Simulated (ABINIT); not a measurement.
Crystal: Fe2Ge.

```
Ge Fe
1.0
     4.16363    0.00000    0.00000
    -2.08182    3.60581    0.00000
     0.00000    0.00000    2.62647
Ge Fe
1 2
Direct
  0.00000 0.00000 0.00000
  0.33333 0.66667 0.50000
  0.66667 0.33333 0.50000
```

The cell comes from a database or a generator and needn't be the stable form of this composition.

```yaml
Program: ABINIT 10.8.3 (patched build)
Task: relaxation of cell and atoms
Functional: PBEsol
Potentials_or_basis: PseudoDojo NC SR PBEsol v0.4.1 standard
Cutoff: 1225 eV
k_mesh: 5 × 5 × 8
Occupations: fermi-dirac, width 0.05 eV
Spin: collinear spin, ferromagnetic start
Starting_moments: "[0.0, 3.0, 3.0] μB"
```

At the start: pressure -4.9 GPa; volume 13.14 Å³/atom.

**Question.** Where does the relaxation end?

**Answer.** Over 9 steps the energy falls by 12.7 meV/atom and the volume is 12.31 Å³/atom (-6.3 %); space group P6/mmm (No. 191, to 0.05 Å); moment 4.44 μB per cell.

Step by step:
```
step  energy change (eV)  largest force (eV/Å)  pressure (GPa)  volume (Å³)
   1              0.0000                0.0000           -4.88        39.43
   2             -0.0153                0.0000           -3.39        38.85
   3             -0.0344                0.0000           -1.43        37.58
   4             -0.0372                0.0000            0.78        36.73
   5             -0.0377                0.0000           -0.11        37.00
   6             -0.0378                0.0000           -0.01        36.96
   7             -0.0380                0.0000            0.15        36.90
   8             -0.0380                0.0000            0.07        36.92
   9             -0.0380                0.0000            0.00        36.94
```

Final structure:
```cif
data_structure
_symmetry_space_group_name_H-M 'P 1'
_symmetry_Int_Tables_number 1
_cell_length_a 4.0566
_cell_length_b 4.0566
_cell_length_c 2.5921
_cell_angle_alpha 90.000
_cell_angle_beta 90.000
_cell_angle_gamma 120.000
_cell_volume 36.94
loop_
_atom_site_label
_atom_site_type_symbol
_atom_site_fract_x
_atom_site_fract_y
_atom_site_fract_z
_atom_site_occupancy
Ge1 Ge 0.00000 0.00000 0.00000 1
Fe1 Fe 0.33333 0.66667 0.50000 1
Fe2 Fe 0.66667 0.33333 0.50000 1
```
